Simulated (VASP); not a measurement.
Given:

```
BaSnO3
1.0
    4.18673     0.00000     0.00000
    0.00000     4.18673     0.00000
    0.00000     0.00000     4.18673
Ba Sn O
1 1 3
Direct
  0.00000   0.00000   0.00000
  0.50000   0.50000   0.50000
  0.50000   0.00000   0.50000
  0.00000   0.50000   0.50000
  0.50000   0.50000   0.00000
```

All values below come from PBE GGA, VASP's PBE PAW potentials (set 64) (plane waves; VASP). Numerical set-up: 500 eV cut-off, 5×5×5 Γ-centred mesh, Gaussian smearing of 0.050 eV, potentials Ba_sv Sn_d O.

Q: Predict the energy per atom (σ→0).

A: 
The energy per atom (σ→0) is -6.286 eV/atom.

The compound is BaSnO3 in the cubic perovskite structure. It was relaxed first.
